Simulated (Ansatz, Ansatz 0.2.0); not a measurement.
# Nb–Nb distances and lattice constant of cubic GaNb₄Se₈: plain PBEsol agrees within 1 %

## Experiment

GaNb₄Se₈ is a lacunar spinel in which the niobium atoms gather into tetrahedral Nb₄ clusters. The reference is single-crystal synchrotron X-ray diffraction at 70 K on a crystal grown by chemical vapor transport, from "Cluster rearrangement by chiral charge order in lacunar spinel GaNb$_4$Se$_8$" (2024, arXiv:2401.03803). It gives the Nb–Nb edge within a cluster, the Nb–Nb distance between neighbouring clusters and the cubic lattice constant, all in the high-temperature cubic phase.

A second pair of distances comes from "Structural and electronic properties of the Nb$_4$-cluster compound Ga$_{1.33}$Nb$_4$X$_8$ (X = S, Se)" (2001, arXiv:cond-mat/0110155). These are literature values whose assignment to the selenide is inferred from their sum, and no temperature is given with them. They serve only as a rough cross-check; the short distance there is 0.0085 Å below the reference.

| compared with | measured | source's wording or label | T (K) | method |
| --- | --- | --- | --- | --- |
| Nb–Nb distance 1 (Å) | 3.0345 ± 0.0004 | 3.0345 ± 0.0004 A | 70 | single-crystal synchrotron XRD * |
| Nb–Nb distance 2 (Å) | 4.3295 ± 0.0005 | 4.3295 ± 0.0005 A | 70 | single-crystal synchrotron XRD * |
| a (Å) | 10.4143 ± 0.0011 | 10.4143 ± 0.0011 A | 70 | single-crystal synchrotron XRD |
| Nb–Nb distance 1 (Å) | 3.026 | Nb-Nb within the Nb4 cluster | – | single-crystal X-ray diffraction |
| Nb–Nb distance 2 (Å) | 4.32 | Nb-Nb between neighbouring Nb4 clusters | – | single-crystal X-ray diffraction |

Where a quantity has several values, deviations refer to the one marked *.

Conditions are those given with the value in the passage it was taken from; "not stated" means there, and the paper may say more elsewhere. The values are a selection: others may have been left out beforehand as unlike or outlying.

## Plan

I want the cheapest level of theory that gives both Nb–Nb distances and the lattice constant $a$ within 1 % of the 70 K values. That is about 0.03 Å for the short distance, 0.04 Å for the long one and 0.1 Å for $a$. Common functionals differ among themselves by one or two per cent in lattice constants, so the limit can tell a suitable one from an unsuitable one, and it is tight enough to keep the cluster geometry meaningful.

The three quantities are not independent. In this cubic structure the short and long distances add up to $a/\sqrt{2}$, so there are two things to get right: the size of the cell and how it is divided between cluster and gap.

The model is the 13-atom primitive cell in $F\bar{4}3m$, with cell and atoms relaxed, without spin polarisation or spin-orbit coupling. Band theory of this kind makes a metal of what is really a cluster Mott insulator with one unpaired electron per Nb₄. I accept that for the geometry, since most of the cluster bonding comes from filled states, but it remains a limitation. The starting structure has $a$ = 10.420 Å, slightly above the 70 K value. The calculation is static; zero-point and thermal motion up to 70 K should lengthen the real cell by roughly 0.1 to 0.2 %, well inside the target.

I start with LDA on a coarse mesh, test the mesh and the cutoff where they matter, and change the functional if the error calls for it.

Plain PBE isn't shown in this study.

System: GaNb4Se8 (gallium niobium selenide), lacunar spinel, high-temperature cubic; F-43m (No. 216), 13 atoms in the primitive cell; the database structure is a diffraction structure: a = 10.420 Å; structure from the Crystallography Open Database.

On the selection of runs and values: Further runs on this system are not shown.

## 1. LDA on a coarse mesh

LDA with a 4×4×4 mesh is the lightest sensible start. LDA usually makes lattice constants too short by one or two per cent, so I expect $a$ to come out low and near or beyond the limit. How the contraction is shared between the stiff cluster and the softer gap between clusters is the more interesting part.

**Run 1.** Ansatz 0.2.0: LDA, cell and atoms relaxed from the database structure, PAW set soft_2, cutoff 420 eV (default), 4x4x4 k mesh, Gaussian smearing 0.1 eV.

Key lines of the input:
```
crystal:
  # lattice and atoms
kpoints:
  mp_grid: { grid: [4, 4, 4] }
hamiltonian:
  xc: lda
scf:
  occupations: { method: gaussian, width: 0.1 }
output:
  forces: true
  stress: true
relax:
  adjacent_minimum: "off"
  f_tol: 0.005
  max_steps: 60
  cell: { stress_tol: 0.03 }
```

Command:
```
ansatz run input.yaml --threads 8 --pin off --max-ram 16384MiB --backend cpu --events-out ev --progress --plain --runs-dir out
```

Selected lines of the output:
```
k-points: 8 of 64 (time reversal used)
relax step   5: F+E_penalty+E_count = -64554.53965339 eV  [...]  max|allowed force component| = 2.090e-3 eV/Å  [...]  P = +0.015 GPa  Ω = 271.544 Å³  [...]
```

Converged; 22 s on 8 cores of Arm Neoverse V2, shared host.

| quantity | run 1 | measured | deviation |
| --- | --- | --- | --- |
| Nb–Nb distance 1 (Å) | 3.0015 | 3.0345 ± 0.0004 | −0.0330 (−1.1 %) |
| Nb–Nb distance 2 (Å) | 4.2672 | 4.3295 ± 0.0005 | −0.0623 (−1.4 %) |
| a (Å) | 10.279 | 10.4143 ± 0.0011 | −0.135 (−1.3 %) |

LDA contracts the cell as feared, and all three quantities miss the 1 % limit. The short distance is only 0.0330 Å too small against an allowance of about 0.030 Å, a narrow miss; the long distance and $a$ are further out. The contraction is shared fairly evenly, with the gap between clusters giving way slightly more than the cluster edge. Zero-point and thermal expansion would lengthen the computed cell a little, but a 4×4×4 mesh for a metallic band structure is the more immediate doubt.

## 2. Denser k meshes for LDA

With misses this close to the limit, the mesh has to be settled before I blame the functional. I repeat the relaxation with 6×6×6 and 8×8×8 points, everything else unchanged; at well under a minute for the first run this is cheap. I expect shifts of a few thousandths of an ångström at most, which could matter for the short distance but hardly for the other two.

**Run 2.** Ansatz 0.2.0: LDA, cell and atoms relaxed from the database structure, PAW set soft_2, cutoff 420 eV (default), 6x6x6 k mesh, Gaussian smearing 0.1 eV.

Key lines of the input, as changed from run 1:
```diff
  kpoints:
-   mp_grid: { grid: [4, 4, 4] }
+   mp_grid: { grid: [6, 6, 6] }
```

Selected lines of the output:
```
Basis set: ecut = 420 eV, 5209 PW (Γ) [...]
k-points: 16 of 216 (time reversal used)
relax step   1: F+E_penalty+E_count = -64554.40145032 eV  [...]  max|allowed force component| = 2.183e-1 eV/Å  [...]  P = -3.896 GPa  Ω = 282.842 Å³  (7 SCF iters, dr2 threshold 1.00e-7 eV [...]
relax step   2: F+E_penalty+E_count = -64553.66695442 eV  [...]  max|allowed force component| = 7.322e-1 eV/Å  [...]  P = +9.795 GPa  Ω = 249.232 Å³  [...]
[...]
relax step   5: F+E_penalty+E_count = -64554.53960383 eV  [...]  max|allowed force component| = 2.142e-3 eV/Å  [...]  P = +0.015 GPa  Ω = 271.544 Å³  [...]
relax step   6: F+E_penalty+E_count = -64554.53770798 eV  [...]  max|allowed force component| = 2.044e-3 eV/Å  [...]  P = +0.015 GPa  Ω = 271.544 Å³  [...]
--- Relaxed structure (5 steps of the walk, 4 accepted, 1 SCFs on fresh bases) ---
    - { symbol: Nb, position: [0.8096821713312887, 0.396772609556237, 0.39677260955623694] }
    - { symbol: Nb, position: [0.396772609556237, 0.396772609556237, 0.8096821713312887] }
    - { symbol: Nb, position: [0.396772609556237, 0.8096821713312887, 0.39677260955623694] }
    - { symbol: Ga, position: [0.0, 0.0, 0.0] }
    - { symbol: Se, position: [0.6364677969514172, 0.6364677969514172, 0.6364677969514172] }
    - { symbol: Se, position: [0.0905966091457483, 0.6364677969514172, 0.6364677969514172] }
    - { symbol: Se, position: [0.6364677969514172, 0.6364677969514172, 0.0905966091457483] }
```

Converged; 44 s on the same hardware.

**Run 3.** Ansatz 0.2.0: LDA, cell and atoms relaxed from the database structure, PAW set soft_2, cutoff 420 eV (default), 8x8x8 k mesh, Gaussian smearing 0.1 eV.

Key lines of the input, as changed from run 1:
```diff
  kpoints:
-   mp_grid: { grid: [4, 4, 4] }
+   mp_grid: { grid: [8, 8, 8] }
```

Selected lines of the output:
```
Basis set: ecut = 420 eV, 5209 PW (Γ) [...]
k-points: 29 of 512 (time reversal used)
relax step   1: F+E_penalty+E_count = -64554.40166105 eV  [...]  max|allowed force component| = 2.185e-1 eV/Å  [...]  P = -3.897 GPa  Ω = 282.842 Å³  (7 SCF iters, dr2 threshold 1.00e-7 eV [...]
relax step   2: F+E_penalty+E_count = -64553.66761385 eV  [...]  max|allowed force component| = 7.320e-1 eV/Å  [...]  P = +9.795 GPa  Ω = 249.232 Å³  [...]
[...]
relax step   5: F+E_penalty+E_count = -64554.53988938 eV  [...]  max|allowed force component| = 2.134e-3 eV/Å  [...]  P = +0.015 GPa  Ω = 271.542 Å³  [...]
relax step   6: F+E_penalty+E_count = -64554.53792952 eV  [...]  max|allowed force component| = 2.033e-3 eV/Å  [...]  P = +0.015 GPa  Ω = 271.542 Å³  [...]
--- Relaxed structure (5 steps of the walk, 4 accepted, 1 SCFs on fresh bases) ---
    - { symbol: Nb, position: [0.8096911463963882, 0.3967696178678707, 0.39676961786787057] }
    - { symbol: Nb, position: [0.3967696178678707, 0.3967696178678707, 0.8096911463963882] }
    - { symbol: Nb, position: [0.3967696178678707, 0.8096911463963882, 0.39676961786787057] }
    - { symbol: Ga, position: [0.0, 0.0, 0.0] }
    - { symbol: Se, position: [0.636465291241981, 0.636465291241981, 0.636465291241981] }
    - { symbol: Se, position: [0.09060412627405745, 0.636465291241981, 0.636465291241981] }
    - { symbol: Se, position: [0.636465291241981, 0.636465291241981, 0.09060412627405745] }
```

Converged; 81 s on the same hardware.

| quantity | run 2 | run 3 | measured |
| --- | --- | --- | --- |
| Nb–Nb distance 1 (Å) | 3.0013 | 3.0014 | 3.0345 ± 0.0004 |
| Nb–Nb distance 2 (Å) | 4.2673 | 4.2672 | 4.3295 ± 0.0005 |
| a (Å) | 10.279 | 10.279 | 10.4143 ± 0.0011 |

The mesh is not the cause. From 4×4×4 to 8×8×8 the Nb–Nb distances move by at most 0.0002 Å and $a$ stays at 10.279 Å, so even the narrow miss of the short distance is untouched. My allowance of a few thousandths was too generous. A 4×4×4 mesh would have been enough for the LDA geometry.

## 3. Cutoff and potentials under LDA

Two other parts of the setting could still shorten the cell: the plane-wave cutoff and the PAW data set. I raise the cutoff to 590 eV with the same potentials, and separately replace them by PseudoDojo norm-conserving ones at their much higher default cutoff, both on the 6×6×6 mesh. The second run will cost more, but it tests the potentials before I blame the functional. To rescue LDA, $a$ would have to grow by about 0.03 Å, which I don't expect from either change.

**Run 4.** Ansatz 0.2.0: LDA, cell and atoms relaxed from the database structure, PAW set soft_2, cutoff 590 eV, 6x6x6 k mesh, Gaussian smearing 0.1 eV.

Key lines of the input, as changed from run 2:
```diff
+ basis:
+   ecutwfc: 590.0
```

Selected lines of the output:
```
Basis set: ecut = 590 eV, 8801 PW (Γ) [...]
relax step   6: F+E_penalty+E_count = -64554.54862679 eV  [...]  max|allowed force component| = 2.068e-3 eV/Å  [...]  P = +0.016 GPa  Ω = 271.529 Å³  [...]
```

Converged; 72 s on the same hardware.

**Run 5.** Ansatz 0.2.0: LDA, PseudoDojo norm-conserving pseudopotentials, cell and atoms relaxed from the database structure, cutoff 1170 eV (default), 6x6x6 k mesh, Gaussian smearing 0.1 eV.

Key lines of the input, as changed from run 2:
```diff
  hamiltonian:
+   pseudopotentials: { kind: nc, accuracy: standard }
```

Selected lines of the output:
```
Basis set: ecut = 1170.089609 eV, 24693 PW (Γ) [...]
relax step   6: F+E_penalty+E_count = -35255.28739109 eV  [...]  max|allowed force component| = 2.222e-3 eV/Å  [...]  P = +0.011 GPa  Ω = 271.522 Å³  [...]
```

Converged; 3.1 min on the same hardware.

| quantity | run 4 | run 5 | measured |
| --- | --- | --- | --- |
| Nb–Nb distance 1 (Å) | 3.0012 | 3.0022 | 3.0345 ± 0.0004 |
| Nb–Nb distance 2 (Å) | 4.2672 | 4.2662 | 4.3295 ± 0.0005 |
| a (Å) | 10.279 | 10.279 | 10.4143 ± 0.0011 |

Neither change helps LDA. The higher cutoff leaves $a$ at 10.279 Å and moves the distances by no more than 0.0001 Å. The norm-conserving potentials lengthen the cluster edge by 0.0009 Å and shorten the gap between clusters by 0.0011 Å, again without changing $a$ at the printed precision. The short distance remains a narrow miss and the other two clearer ones. With mesh, cutoff and potentials accounted for, and thermal and zero-point motion expected to add only 0.1 to 0.2 %, the functional is the likeliest source of the remaining error. The missing spin polarisation and spin-orbit coupling could also contribute, but LDA's usual contraction has the right sign and size.

## 4. PBEsol at the default cutoff

The next step up is a gradient correction. PBEsol was made for the equilibrium geometry of solids and usually removes most of LDA's contraction, at a cost per step not far from LDA's. I go back to the PAW set, its default cutoff and the 6×6×6 mesh, so that only the functional differs from the corresponding LDA run. I expect all three quantities to come out longer and within 1 %, probably still slightly short.

**Run 6.** Ansatz 0.2.0: PBEsol, cell and atoms relaxed from the database structure, PAW set soft_2, cutoff 420 eV (default), 6x6x6 k mesh, Gaussian smearing 0.1 eV.

Key lines of the input, as changed from run 2:
```diff
  hamiltonian:
-   xc: lda
+   xc: pbesol
```

Selected lines of the output:
```
Basis set: ecut = 420 eV, 5521 PW (Γ) [...]
relax step   6: F+E_penalty+E_count = -65129.65064043 eV  [...]  max|allowed force component| = 4.595e-4 eV/Å  [...]  P = +0.000 GPa  Ω = 278.382 Å³  [...]
```

Converged; 44 s on the same hardware.

| quantity | run 6 | measured | deviation |
| --- | --- | --- | --- |
| Nb–Nb distance 1 (Å) | 3.0196 | 3.0345 ± 0.0004 | −0.0149 (−0.5 %) |
| Nb–Nb distance 2 (Å) | 4.3095 | 4.3295 ± 0.0005 | −0.0200 (−0.5 %) |
| a (Å) | 10.365 | 10.4143 ± 0.0011 | −0.049 (−0.5 %) |

PBEsol brings all three quantities within the target, each about 0.5 % short. The lattice constant grows by 0.086 Å over LDA with the same mesh and cutoff, far more than any numerical change made under LDA. The two Nb–Nb distances fall short by the same fraction as the cell, so PBEsol divides the length between cluster and gap almost as measured, and what is left is an error of overall size.

## 5. Does dispersion change the PBEsol result?

The mesh and cutoff tests were made under LDA and count strictly only there. For PBEsol itself I test a physical omission: the selenium atoms are polarisable, and a semilocal functional lacks long-range dispersion. Adding D3(BJ) costs next to nothing beyond the PBEsol calculation. The extra attraction should shorten the cell, so I expect poorer agreement; the question is whether the shift is large enough to use up the remaining half per cent of margin.

**Run 7.** Ansatz 0.2.0: PBEsol+D3(BJ), cell and atoms relaxed from the database structure, PAW set soft_2, cutoff 420 eV (default), 6x6x6 k mesh, Gaussian smearing 0.1 eV.

Key lines of the input, as changed from run 6:
```diff
  hamiltonian:
+   dispersion: d3bj
```

Selected lines of the output:
```
relax step   7: F+E_penalty+E_count = -65135.22343249 eV  [...]  max|allowed force component| = 1.235e-3 eV/Å  [...]  P = +0.011 GPa  Ω = 267.193 Å³  [...]
```

Converged; 52 s on the same hardware.

| quantity | run 7 | measured | deviation |
| --- | --- | --- | --- |
| Nb–Nb distance 1 (Å) | 2.9876 | 3.0345 ± 0.0004 | −0.0469 (−1.5 %) |
| Nb–Nb distance 2 (Å) | 4.2420 | 4.3295 ± 0.0005 | −0.0875 (−2.0 %) |
| a (Å) | 10.224 | 10.4143 ± 0.0011 | −0.190 (−1.8 %) |

Adding D3(BJ) shortens $a$ by 0.141 Å, nearly three times the error that plain PBEsol had, and puts all three quantities outside the target. The sign is as expected, and the shift is more than large enough to use up the remaining margin. The gap between clusters takes the larger part: it loses about 0.068 Å, the cluster edge about 0.032 Å. PBEsol already binds solids rather tightly, and a pairwise correction on top can count part of the attraction twice. It may also overstate dispersion between atoms whose electrons screen one another. Both are conjectures here, but the result makes the plain PBEsol pass depend on leaving this term out.

## 6. r2SCAN with and without nonlocal dispersion

A second pair of calculations can show whether so strong a contraction comes with dispersion in general or with this combination. r2SCAN is a meta-GGA that already holds some medium-range attraction, and rVV10 adds the long-range part from the electron density instead of from atom pairs. I run both on the 6×6×6 mesh, accepting a higher cost than for PBEsol. I expect r2SCAN to land within 1 %, and rVV10 to shorten the cell by clearly less than D3(BJ) did with PBEsol.

**Run 8.** Ansatz 0.2.0: r2SCAN, cell and atoms relaxed from the database structure, PAW set soft_2, cutoff 500 eV (default), 6x6x6 k mesh, Gaussian smearing 0.1 eV.

Key lines of the input, as changed from run 2:
```diff
  hamiltonian:
-   xc: lda
+   xc: r2scan
```

Selected lines of the output:
```
relax step   6: F+E_penalty+E_count = -65882.37607793 eV  [...]  max|allowed force component| = 5.565e-4 eV/Å  [...]  P = +0.003 GPa  Ω = 288.580 Å³  [...]
```

Converged; 100 s on the same hardware.

**Run 9.** Ansatz 0.2.0: r2SCAN+rVV10, cell and atoms relaxed from the database structure, PAW set soft_2, cutoff 500 eV (default), 6x6x6 k mesh, Gaussian smearing 0.1 eV.

Key lines of the input, as changed from run 2:
```diff
  hamiltonian:
-   xc: lda
+   xc: r2scan
+   dispersion: rvv10
```

Selected lines of the output:
```
relax step   5: F+E_penalty+E_count = -65865.05640771 eV  [...]  max|allowed force component| = 3.319e-3 eV/Å  [...]  P = -0.022 GPa  Ω = 284.290 Å³  [...]
```

Converged; 94 s on the same hardware.

| quantity | run 8 | run 9 | measured |
| --- | --- | --- | --- |
| Nb–Nb distance 1 (Å) | 3.0473 | 3.0362 | 3.0345 ± 0.0004 |
| Nb–Nb distance 2 (Å) | 4.3702 | 4.3444 | 4.3295 ± 0.0005 |
| a (Å) | 10.490 | 10.438 | 10.4143 ± 0.0011 |

Both calculations meet the target, now with the cell too long instead of too short. r2SCAN alone passes narrowly: its distance between clusters is 0.0407 Å too long, against an allowance of about 0.043 Å, a margin too thin to rank it on. It also stretches the gap between clusters more than the cluster edge, which is only 0.0128 Å too long.

Adding rVV10 shortens $a$ by 0.052 Å, clearly less than the 0.141 Å that D3(BJ) took off PBEsol. The gap again gives way more than the cluster edge, and here that improves the agreement: the edge ends 0.0017 Å above the measured value, the gap 0.0149 Å and $a$ 0.024 Å. So a dispersion term need not spoil this structure; the outcome depends on the functional and on the form of the correction. Since both were changed together, I can't say which of the two made the contraction under PBEsol so large.

For the target itself the dearer functional was not needed, as plain PBEsol already met it in less than half the time of either r2SCAN run.

## Summary of runs

| run | settings | Nb–Nb distance 1 (Å) | Nb–Nb distance 2 (Å) | a (Å) | mean abs. dev. of these columns (%) | cost |
| --- | --- | --- | --- | --- | --- | --- |
| 1 | LDA, 4x4x4 mesh | 3.0015 | 4.2672 | 10.279 | 1.3 | 2.9 core-min |
| 2 | LDA, PAW set soft_2, cutoff 420 eV (default), 6x6x6 k mesh | 3.0013 | 4.2673 | 10.279 | 1.3 | 5.9 core-min |
| 3 | LDA, 8x8x8 mesh | 3.0014 | 4.2672 | 10.279 | 1.3 | 11 core-min |
| 4 | LDA, cutoff 590 eV | 3.0012 | 4.2672 | 10.279 | 1.3 | 9.6 core-min |
| 5 | LDA, PseudoDojo, cutoff 1170 eV | 3.0022 | 4.2662 | 10.279 | 1.3 | 25 core-min |
| 6 | PBEsol, PAW set soft_2, cutoff 420 eV (default), 6x6x6 k mesh | 3.0196 | 4.3095 | 10.365 | 0.5 | 5.8 core-min |
| 7 | PBEsol+D3(BJ), PAW set soft_2, cutoff 420 eV (default), 6x6x6 k mesh | 2.9876 | 4.2420 | 10.224 | 1.8 | 7 core-min |
| 8 | r2SCAN, cutoff 500 eV | 3.0473 | 4.3702 | 10.490 | 0.7 | 13 core-min |
| 9 | r2SCAN+rVV10, cutoff 500 eV | 3.0362 | 4.3444 | 10.438 | 0.2 | 13 core-min |
|  | measured | 3.0345 ± 0.0004 | 4.3295 ± 0.0005 | 10.4143 ± 0.0011 |  |  |

Further runs on the same system, made beside this series (convergence steps with loose settings among them):

| further | settings | Nb–Nb distance 1 (Å) | Nb–Nb distance 2 (Å) | a (Å) | mean abs. dev. of these columns (%) | cost | status |
| --- | --- | --- | --- | --- | --- | --- | --- |
| F1 | BLYP+D3(BJ), cell and atoms relaxed from the database structure, PAW set soft_2, cutoff 420 eV (default), 6x6x6 k mesh | 3.0421 | 4.3046 | 10.390 | 0.4 | 5.1 core-min |  |
| F2 | r2SCAN, cutoff 500 eV, 4x4x4 mesh | 3.0474 | 4.3700 | 10.490 | 0.7 | 7.2 core-min |  |
| F3 | LDA, atoms relaxed in the database cell | 3.0323 | 4.3357 | – |  | 3.4 core-min | warnings: stress_scf_threshold_loose |
|  | measured | 3.0345 ± 0.0004 | 4.3295 ± 0.0005 | 10.4143 ± 0.0011 |  |  |  |

## Verdict

Plain PBEsol meets the target: both Nb–Nb distances and $a$ come out about 0.5 % short, for 5.8 core-minutes. LDA misses all three as calculated; zero-point and thermal expansion could bring its cluster edge just inside the limit, but not the other two. Denser meshes, a higher cutoff and other potentials did not rescue it; the 8×8×8 run could have been spared. With the atoms relaxed in the database cell, LDA gives both distances within 0.2 % of experiment, so its failure is mainly one of cell size.

BLYP+D3(BJ) also passes at a similar cost, but with a cluster edge slightly too long and a gap between clusters too short, errors that partly cancel in $a$. r2SCAN passes narrowly as calculated. The 0.1 to 0.2 % allowed for zero-point and thermal expansion would push its intercluster distance just over the limit. The same allowance reduces PBEsol's shortfall to 0.3 or 0.4 % and raises the excess in $a$ of r2SCAN+rVV10 to about the same size, so the latter's smaller static error is no clear advantage.

How far PBEsol is right for the right reason remains open. It divides the length between cluster and gap well, but D3(BJ) shortens $a$ by 0.141 Å and spoils the agreement. Either that correction is too strong here, or plain PBEsol gains from a cancellation between missing dispersion and its own binding; the runs do not decide between them. The metallic, spin-unpolarised model also leaves out the local moment of the cluster Mott insulator and spin-orbit coupling, whose effects on the distances I can't size. Mesh and cutoff tests for PBEsol itself are not shown in this report; the LDA tests, and the r2SCAN mesh test, moved the distances by only a few ten-thousandths of an ångström.

[Logs are printed without paths, hosts, clocks, repeated set-up lines and the standing remarks that a program may print on its own settings, such as how far it seeks lower states.]

[The runs shown are a pick from a larger set of finished runs; failed, doubtful and other runs were left out of it ahead of writing. So were measured values far from every level or from commonly accepted values, and agreement can look better than it is. Lines of input and output are excerpts and may be shortened.]
